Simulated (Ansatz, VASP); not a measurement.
**SnO2 (rutile SnO2, size series): VASP beside Ansatz**

One calculation is typed for both programs; each brings its own data sets. How far apart do they land? The cell is taken from a series of runs on this material, whose earlier steps may have relaxed, scaled, displaced or heated it; both programs get it as it stands.

Method: plane waves, with VASP 6.6.1 beside it; single point at PBE, in Ansatz 0.2.0.

### 1. The starting structure

The cell holds 48 atoms: 16 Sn and 32 O. Cell: a = 9.474 Å, b = 9.474 Å, c = 6.372 Å, α = 90.0°, β = 90.0°, γ = 90.0°. It derives from SnO2 (rutile), repeated 2×2×2. As first built, before any earlier steps moved the atoms (in the runner's words): rutile SnO2 (cell 4.737, 4.737, 3.186, 90, 90, 90), 2 x 2 x 2 conventional cells; ideal positions Then every atom was moved at random, 0.02 A r.m.s. a Cartesian component (hydrogen 0.6 of that).

### 2. Ansatz: single point, PBE, pair 1

Ansatz runs on its default PAW (the set named soft_2) files.

With cell and atoms fixed, the geometry can't cause a difference; cores, projectors, grids and the points listed under the comparison can.

Contents of input.yaml:

```yaml
crystal:
  lattice:
    - [9.474, 0.0, 0.0]
    - [0.0, 9.474, 0.0]
    - [0.0, 0.0, 6.372]
  atoms:
    - { symbol: Sn, position: [0.00155, 0.00011, 0.00388] }
    - { symbol: Sn, position: [0.24809, 0.2481, 0.24659] }
    - { symbol: O, position: [0.15529, 0.15121, 0.99358] }
    - { symbol: O, position: [0.34509, 0.34524, 0.0003] }
    - { symbol: O, position: [0.09774, 0.40242, 0.25051] }
    - { symbol: O, position: [0.40428, 0.09738, 0.24805] }
    - { symbol: Sn, position: [0.00398, 0.99774, 0.50048] }
    - { symbol: Sn, position: [0.25077, 0.25039, 0.74845] }
    - { symbol: O, position: [0.15374, 0.15376, 0.50229] }
    - { symbol: O, position: [0.34883, 0.34765, 0.49901] }
    - { symbol: O, position: [0.09854, 0.40109, 0.7496] }
    - { symbol: O, position: [0.40224, 0.09786, 0.74834] }
    - { symbol: Sn, position: [0.00029, 0.49883, 0.99726] }
    - { symbol: Sn, position: [0.25273, 0.75315, 0.24926] }
    - { symbol: O, position: [0.15397, 0.65128, 0.00191] }
    - { symbol: O, position: [0.34628, 0.84384, 0.99995] }
    - { symbol: O, position: [0.09572, 0.89981, 0.25053] }
    - { symbol: O, position: [0.40571, 0.59808, 0.24888] }
    - { symbol: Sn, position: [0.9976, 0.50064, 0.49917] }
    - { symbol: Sn, position: [0.24899, 0.74774, 0.75433] }
    - { symbol: O, position: [0.15563, 0.65179, 0.50247] }
    - { symbol: O, position: [0.34658, 0.84313, 0.49912] }
    - { symbol: O, position: [0.0979, 0.9028, 0.7507] }
    - { symbol: O, position: [0.40469, 0.59519, 0.74855] }
    - { symbol: Sn, position: [0.50001, 0.99727, 0.9994] }
    - { symbol: Sn, position: [0.75214, 0.24973, 0.24896] }
    - { symbol: O, position: [0.65348, 0.15198, 0.00088] }
    - { symbol: O, position: [0.84543, 0.34856, 0.00129] }
    - { symbol: O, position: [0.59399, 0.39859, 0.2467] }
    - { symbol: O, position: [0.90425, 0.09381, 0.24953] }
    - { symbol: Sn, position: [0.49872, 0.00107, 0.49626] }
    - { symbol: Sn, position: [0.75047, 0.24928, 0.75274] }
    - { symbol: O, position: [0.65461, 0.15704, 0.50188] }
    - { symbol: O, position: [0.84478, 0.34709, 0.49704] }
    - { symbol: O, position: [0.59823, 0.40303, 0.75472] }
    - { symbol: O, position: [0.90344, 0.09521, 0.75544] }
    - { symbol: Sn, position: [0.50167, 0.50006, 0.99742] }
    - { symbol: Sn, position: [0.74826, 0.75011, 0.25478] }
    - { symbol: O, position: [0.65541, 0.6533, 0.00066] }
    - { symbol: O, position: [0.84853, 0.84745, 0.00144] }
    - { symbol: O, position: [0.59671, 0.90406, 0.24912] }
    - { symbol: O, position: [0.90467, 0.59404, 0.25364] }
    - { symbol: Sn, position: [0.49916, 0.49976, 0.49009] }
    - { symbol: Sn, position: [0.75112, 0.75349, 0.74791] }
    - { symbol: O, position: [0.65329, 0.654, 0.50418] }
    - { symbol: O, position: [0.84375, 0.84396, 0.4959] }
    - { symbol: O, position: [0.59639, 0.90636, 0.74757] }
    - { symbol: O, position: [0.90378, 0.59357, 0.74804] }
kpoints:
  mp_grid: { grid: [1, 1, 1] }
hamiltonian:
  xc: pbe
scf:
  occupations: { method: fermi_dirac, width: 0.05 }
output:
  forces: true
  eigenvalues: true
  populations: true
  stress: true
```

Run with:

```sh
$ ansatz run input.yaml --threads 4 --pin off --max-ram 8192MiB --backend cpu --events-out ev --progress --plain --runs-dir out
```

Numbers of over 12 decimals in the logs are rounded to 6 here.

Output:

```text
Engine: ansatz 0.2.0, x86_64-unknown-linux-gnu
Pseudopotentials: kind: paw
Pseudopotential: Sn, paw, valence charge 14, recommended cutoff 420 eV (normal), Sn.paw.azcp
Pseudopotential: O, paw, valence charge 6, recommended cutoff 420 eV (normal), O.paw.azcp
Functional definition: PBE
  parameter kappa = 0.804
  parameter beta = 0.066725
  exchange = pbe_x(kappa = kappa, mu = beta*pi^2/3)
  correlation = pbe_c(beta = beta)
Crystal: 48 atoms, lattice volume = 571.930 Å³
Basis set: ecut = 420 eV, 11173 PW (Γ), exchange–correlation on 128×128×90 points (8 copies of the dense FFT grid, shifted against one another)
Bands: 256, of which v1, the nominal top of the filled ones, is band 208 counted from 1 (207 counted from 0)
Symmetry: 1 space group operations
Space group: P1 (ITA 1), of the structure as read, at distance tolerance 8.3e-5 Å
k-points: 1
Non-local potential: Sn, projectors of the file, l = 0: 2, l = 1: 2, l = 2: 2, l = 3: 2
Non-local potential: O, projectors of the file, l = 0: 2, l = 1: 2, l = 2: 1
PAW form: soft (Blöchl's): semilocal exchange-correlation on the pseudo side does not see the compensation charge
PAW one-centre angular grid: Sn, 590 points (default); XC on 64 Gauss nodes
PAW one-centre angular grid: O, 110 points (default); XC on 64 Gauss nodes
Initial density: superposition of atomic densities (neutral atoms: chi_scale 0, normalization atom), corrected by the library's trained network
Initial wavefunctions: pseudopotential atomic-orbital guess
Functional: x = pbe(κ = 0.804, μ = 0.219515), c = pbe(β = 0.066725)
SCF iter   1: F=—  HF=-114537.971176 eV  |F-HF|=—  |Δ(HF+E_count)|=         —  Δρ=7.65e-3  dr2=1.55e-1  ethr=1.77e-3  ⟨swp⟩=5.0  Hψ=937  notcnv=0  defer=20
preconditioner: auto → Resta (q_TF=auto, 2.587 Å⁻¹)  ε∞=3.6  [insulator: Δε(μ)=1.269 eV  Ē_g=19.716 eV  σ=0.050 eV  W_gap=1.00  n_scr=176 (ndim 8)  ℏωp=31.7 eV  f_vac=0.027  D(μ)=0.00/eV (n_scr^D=0)  ε∞_Penn≈3.6]
SCF iter   2: F=—  HF=-114537.937066 eV  |F-HF|=—  |Δ(HF+E_count)|=   3.41e-2  Δρ=3.48e-3  dr2=1.93e-2  ethr=3.73e-5  ⟨swp⟩=2.0  Hψ=390  notcnv=0  defer=39
SCF iter   3: F=—  HF=-114537.937687 eV  |F-HF|=—  |Δ(HF+E_count)|=   6.21e-4  Δρ=1.27e-3  dr2=3.75e-3  ethr=4.64e-6  ⟨swp⟩=1.0  Hψ=217  notcnv=0  defer=39
SCF iter   4: F=—  HF=-114537.938468 eV  |F-HF|=—  |Δ(HF+E_count)|=   7.81e-4  Δρ=1.94e-4  dr2=1.52e-4  ethr=9.01e-7  ⟨swp⟩=2.0  Hψ=295  notcnv=0  defer=39
SCF iter   5: F=—  HF=-114537.938616 eV  |F-HF|=—  |Δ(HF+E_count)|=   1.48e-4  Δρ=1.61e-4  dr2=1.19e-4  ethr=3.65e-8  ⟨swp⟩=2.0  Hψ=345  notcnv=0  defer=39
SCF iter   6: F=—  HF=-114537.938571 eV  |F-HF|=—  |Δ(HF+E_count)|=   4.52e-5  Δρ=2.04e-5  dr2=1.44e-6  ethr=2.87e-8  ⟨swp⟩=2.0  Hψ=321  notcnv=0  defer=39
SCF iter   7: F=—  HF=-114537.938821 eV  |F-HF|=—  |Δ(HF+E_count)|=   2.50e-4  Δρ=9.07e-6  dr2=3.85e-7  ethr=3.47e-10  ⟨swp⟩=2.0  Hψ=425  notcnv=0  defer=39
SCF iter   8: F=-114537.938821 eV  HF=-114537.938821 eV  |F-HF|=1.05e-8  |Δ(HF+E_count)|=   4.88e-8  Δρ=3.41e-6  dr2=5.68e-8  ethr=2.40e-11  ⟨swp⟩=14.0  Hψ=1255  notcnv=0
SCF 1 converged in 8 iterations: F = -114537.938821 eV  dr2 = 5.68e-8
  greatest PAW one-centre occupation: 0.997 electrons in one spin orbital (limit 2), on the Sn atom at site 7 (counted from 0), in its partial waves of l = 2
SCF converged after 8 iterations
Free energy (F): -114537.938821 eV
Harris-Foulkes:  -114537.938821 eV  (|F-HF|=1.05e-8)
Internal energy: -114537.938808 eV  (E = F + TS)
E sigma→0 (E₀):  -114537.938815 eV
Entropy (-TS):   -0.000013 eV (-0.000 meV/atom)
Fermi energy:    10.235314 eV
--- Per-component energies (eV) ---
  E_band       = -898.215441
  E_kinetic    = 8692.055545
  E_local      = -22910.888236  (includes V_loc(G=0)·N_el)
  E_nonlocal   = 1082.690969
  E_hartree    = 11947.236467
  E_xc         = -8437.085085
  E_vxc        = -4509.628575  (∫ρ·V_xc dr)
  E_paw        = -71451.636584  (= ΣΔE_a)
  E_vpaw       = -7146.994440  (= ΣTr[D̂ρ^β])
  E_aug_tail   = 0.080431  (compensation charges beyond the density's cutoff)
  E_ewald      = -33460.392315
  E_smearing   = -0.000013  (= −TS)
  E_closure    = -0.000000  (closes the sum)
  Σ components = -114537.938821   (vs F -114537.938821, Δ=0.00e0)
--- Forces (eV/Å), atoms counted from 1 ---
  atom   1  Sn    -0.12443597    -0.13022587    -0.69991696
  atom   2  Sn     0.24993339     0.40986433     0.40784939
  atom   3  O     -0.39704422    -0.43455628     0.57115973
  atom   4  O      0.47510892     0.51291802    -0.02478354
  atom   5  O      0.03248432    -0.18438460    -0.11902491
  atom   6  O     -0.37352922     0.10396929    -0.09391557
  atom   7  Sn    -0.67501115     0.26316870     0.42342845
  atom   8  Sn     0.37162403     0.35178160    -0.10546776
  atom   9  O     -0.30538343    -0.40822918    -0.48248771
  atom  10  O     -0.18375363    -0.23037041    -0.24775290
  atom  11  O     -0.21600744     0.11268494    -0.12906193
  atom  12  O      0.10207754    -0.22283558     0.07376675
  atom  13  Sn     0.19905743    -0.00904493     0.52358912
  atom  14  Sn    -0.49696745    -1.11917988     0.58193020
  atom  15  O     -0.22014876    -0.11886933     0.18070052
  atom  16  O      0.61978956     0.70954559    -0.12606532
  atom  17  O      0.30523156    -0.09823495     0.05940217
  atom  18  O     -0.38393545     0.46465080    -0.48485004
  atom  19  Sn     0.82813097    -0.44386637     0.09896413
  atom  20  Sn     0.13549099    -0.39762120    -0.88803978
  atom  21  O     -0.32192285    -0.19603720    -0.30121762
  atom  22  O      0.62023499     0.77457080     0.35577614
  atom  23  O      0.17203519    -0.27903659     0.08534069
  atom  24  O     -0.30699315     0.35631527    -0.08542234
[...]
atom  41  O      0.19538448    -0.30247959     0.07624946
  atom  42  O     -0.69246560     0.73756083    -0.66245433
  atom  43  Sn     0.42781019    -0.23721272     1.69966088
  atom  44  Sn    -0.02650561    -0.48698447     1.00566268
  atom  45  O     -0.47453815    -0.49317692    -0.25002748
  atom  46  O      1.13990715     1.10963279     0.49049124
  atom  47  O      0.36329855    -0.45268251    -0.02350955
  atom  48  O     -0.61536194     0.75996654     0.27742692
  max |Σ_I F_I| component: 5.63e-6 eV/Å
--- Stress (GPa, compression-positive) ---
        8.620212      -0.078773       0.191976
       -0.078773       8.581724       0.078897
        0.191976       0.078897      17.631246
  P = ⅓ Tr σ = 11.6111 GPa (116.111 kbar)
--- Band table (eV) ---
  k-point 0: bands = [... 204 lower, 8.9969, 9.0206, 9.0491, 9.6239, 10.8467, 13.9724, 13.9894, 14.0126, ... 44 higher]
--- Löwdin populations: 48 sites ---
  site symbol       q [e]
     0     Sn     12.2079
     1     Sn     12.2177
     2      O      6.8309
     3      O      6.8286
     4      O      6.8272
     5      O      6.8238
     6     Sn     12.2188
     7     Sn     12.1983
     8      O      6.8266
     9      O      6.8271
    10      O      6.8282
    11      O      6.8258
    12     Sn     12.2106
    13     Sn     12.2046
    14      O      6.8264
    15      O      6.8271
    16      O      6.8267
    17      O      6.8271
    18     Sn     12.2108
    19     Sn     12.2101
    20      O      6.8288
    21      O      6.8292
    22      O      6.8259
    23      O      6.8262
[...]
40      O      6.8270
    41      O      6.8287
    42     Sn     12.2100
    43     Sn     12.2126
    44      O      6.8262
    45      O      6.8243
    46      O      6.8243
    47      O      6.8265
  spilling = 0.005213 (of n_electrons = 416.000000)
```

Reading the cycles: dr2 is the Hartree energy of the density residual (eV), the measure of convergence; HF is the Harris–Foulkes estimate of the energy, which meets the free energy F at convergence.

The run ends at a pressure of 11.61 GPa, with forces up to 1.8 eV/Å.

### 3. VASP: single point, PBE, pair 1

The same cell, functional, mesh and smearing now go to VASP, with its own data sets.

Lines of VASP's logs that name or quote its potential files are left out, and so is its time.

Contents of INCAR:

```
SYSTEM = SnO2
PREC = Accurate
ENCUT = 600
EDIFF = 1E-06
NELM = 120
ISMEAR = -1
SIGMA = 0.05
LREAL = Auto
ALGO = Normal
GGA = PE
NBANDS = 248
LORBIT = 11
LWAVE = .FALSE.
LCHARG = .FALSE.
ISIF = 2
LASPH = .TRUE.
GGA_COMPAT = .FALSE.
EFERMI = MIDGAP
NCORE = 2
```

Contents of POSCAR:

```
SnO2
1.0
    9.4740000000      0.0000000000      0.0000000000
    0.0000000000      9.4740000000      0.0000000000
    0.0000000000      0.0000000000      6.3720000000
Sn O
16 32
Direct
    0.0015500000      0.0001100000      0.0038800000
    0.2480900000      0.2481000000      0.2465900000
    0.0039800000      0.9977400000      0.5004800000
    0.2507700000      0.2503900000      0.7484500000
    0.0002900000      0.4988300000      0.9972600000
    0.2527300000      0.7531500000      0.2492600000
    0.9976000000      0.5006400000      0.4991700000
    0.2489900000      0.7477400000      0.7543300000
    0.5000100000      0.9972700000      0.9994000000
    0.7521400000      0.2497300000      0.2489600000
    0.4987200000      0.0010700000      0.4962600000
    0.7504700000      0.2492800000      0.7527400000
    0.5016700000      0.5000600000      0.9974200000
    0.7482600000      0.7501100000      0.2547800000
    0.4991600000      0.4997600000      0.4900900000
    0.7511200000      0.7534900000      0.7479100000
    0.1552900000      0.1512100000      0.9935800000
    0.3450900000      0.3452400000      0.0003000000
    0.0977400000      0.4024200000      0.2505100000
    0.4042800000      0.0973800000      0.2480500000
    0.1537400000      0.1537600000      0.5022900000
    0.3488300000      0.3476500000      0.4990100000
    0.0985400000      0.4010900000      0.7496000000
    0.4022400000      0.0978600000      0.7483400000
    0.1539700000      0.6512800000      0.0019100000
    0.3462800000      0.8438400000      0.9999500000
    0.0957200000      0.8998100000      0.2505300000
    0.4057100000      0.5980800000      0.2488800000
    0.1556300000      0.6517900000      0.5024700000
    0.3465800000      0.8431300000      0.4991200000
    0.0979000000      0.9028000000      0.7507000000
    0.4046900000      0.5951900000      0.7485500000
    0.6534800000      0.1519800000      0.0008800000
    0.8454300000      0.3485600000      0.0012900000
    0.5939900000      0.3985900000      0.2467000000
    0.9042500000      0.0938100000      0.2495300000
    0.6546100000      0.1570400000      0.5018800000
    0.8447800000      0.3470900000      0.4970400000
    0.5982300000      0.4030300000      0.7547200000
    0.9034400000      0.0952100000      0.7554400000
    0.6554100000      0.6533000000      0.0006600000
    0.8485300000      0.8474500000      0.0014400000
    0.5967100000      0.9040600000      0.2491200000
    0.9046700000      0.5940400000      0.2536400000
    0.6532900000      0.6540000000      0.5041800000
    0.8437500000      0.8439600000      0.4959000000
    0.5963900000      0.9063600000      0.7475700000
    0.9037800000      0.5935700000      0.7480400000
```

Contents of KPOINTS:

```
Automatic mesh
0
Gamma
1 1 1
0 0 0
```

Potentials, in the order of the species: Sn_d and O (PBE family, release 64).

Run with:

```sh
$ mpirun -np 8 vasp_gam
```

Output:

```text
[banner, memory and clock lines left out]
running    8 mpi-ranks, on    1 nodes
[...]
LDA part: xc-table for (Slater+PW92), standard interpolation
 POSCAR, INCAR and KPOINTS ok, starting setup
[...]
entering main loop
       N       E                     dE             d eps       ncg     rms          rms(c)
DAV:   1     0.124089733612E+05    0.12409E+05   -0.16944E+05   544   0.346E+03
DAV:   2     0.330904710755E+04   -0.90999E+04   -0.85595E+04   496   0.108E+03
DAV:   3     0.169143890375E+03   -0.31399E+04   -0.29020E+04   560   0.411E+02
DAV:   4    -0.317025442725E+03   -0.48617E+03   -0.46631E+03   568   0.174E+02
[...]
DAV:  14    -0.292641933942E+03   -0.48671E-05   -0.38806E-05   656   0.284E-02    0.889E-03
DAV:  15    -0.292641934442E+03   -0.50006E-06   -0.11633E-05   584   0.181E-02    0.377E-03
DAV:  16    -0.292641933945E+03    0.49661E-06   -0.66465E-06   408   0.109E-02
   1 F= -.29264193E+03 E0= -.29264193E+03  d E =-.141496E-04
```

From OUTCAR (step 3):

```text
  Total       31.7983830     31.6717452     65.2977174     -0.3097255      0.2960548      0.6897495
  in kB       89.0785400     88.7237827    182.9220477     -0.8676510      0.8293544      1.9322327
  external PRESSURE =     120.2414568 kB  Pullay stress =       0.0000000 kB

 POSITION                                       TOTAL-FORCE (eV/Angst)
 -----------------------------------------------------------------------------------
      0.01468      0.00104      0.02472        -0.117724     -0.131550     -0.700192
      2.35040      2.35050      1.57127         0.255186      0.409613      0.426636
      0.03771      9.45259      3.18906        -0.685764      0.255970      0.424489
      2.37579      2.37219      4.76912         0.382950      0.355445     -0.116199
      0.00275      4.72592      6.35454         0.198056     -0.011746      0.524811
      2.39436      7.13534      1.58828        -0.505546     -1.128689      0.584497
      9.45126      4.74306      3.18071         0.830406     -0.446832      0.105162
      2.35893      7.08409      4.80659         0.148481     -0.397039     -0.891563
      4.73709      9.44814      6.36818        -0.026258      0.626599     -0.414699
      7.12577      2.36594      1.58637        -0.290116     -0.190250      0.201651
      4.72487      0.01014      3.16217         0.097611      0.267988      0.598597
      7.10995      2.36168      4.79646        -0.041630      0.131059     -0.337768
      4.75282      4.73757      6.35556        -0.261074     -0.210748     -0.126716
      7.08902      7.10654      1.62346         0.227602     -0.587210     -1.311209
[...]
-----------------------------------------------------------------------------------
    total drift:                                0.018375      0.005791      0.007430

  FREE ENERGIE OF THE ION-ELECTRON SYSTEM (eV)
  ---------------------------------------------------
  free  energy   TOTEN  =      -292.6419339450 eV

  energy  without entropy=     -292.6419197954  energy(sigma->0) =     -292.64192687

[... 3 further parts left out ...]
[key lines of the parts left out:]
E-fermi :   6.8434
```

The run ends at a pressure of 12.02 GPa, with forces up to 1.8 eV/Å.

### 4. Differences

Known differences besides the potentials themselves: the cutoff is 420 eV in Ansatz and 600 eV in VASP (PREC = Accurate, projectors in real space). Total energies have different zeros and are not compared.

The two programs side by side:

```csv
quantity,Ansatz,VASP,difference
pressure (GPa),11.61,12.02,-0.41
gap on the k mesh (eV),1.223,1.213,+0.010
```

Forces on 8 of the 48 atoms, those with the largest forces and the largest differences (eV/Å; atoms numbered as in POSCAR):

```csv
atom,"Ansatz x, y, z","VASP x, y, z"
Sn6,"-0.497, -1.119, 0.582","-0.506, -1.129, 0.584"
Sn14,"0.224, -0.584, -1.296","0.228, -0.587, -1.311"
Sn15,"0.428, -0.237, 1.700","0.438, -0.240, 1.723"
Sn16,"-0.027, -0.487, 1.006","-0.026, -0.482, 1.023"
O30,"0.620, 0.775, 0.356","0.636, 0.791, 0.364"
O44,"-0.692, 0.738, -0.662","-0.713, 0.756, -0.673"
O45,"-0.475, -0.493, -0.250","-0.494, -0.513, -0.250"
O46,"1.140, 1.110, 0.490","1.166, 1.136, 0.494"
```

The forces differ by 11 meV/Å r.m.s., which is 2.4 % of the r.m.s. force of 0.456 eV/Å (both taken over all components). A gap on the mesh is an upper bound, since the band edges may lie between its points.

(Part 1 of 2 ends here.)

[Lines on the potential files, build, host, timing and source positions are cut from VASP's logs without a mark.]

[Logs are printed without paths, hosts, clocks, repeated set-up lines and the standing remarks that a program may print on its own settings, such as how far it seeks lower states.]

[Hosts, paths, dates, database ids (printed as entryN), source tags and the programs' standing remarks are cut or masked in the printed files.]
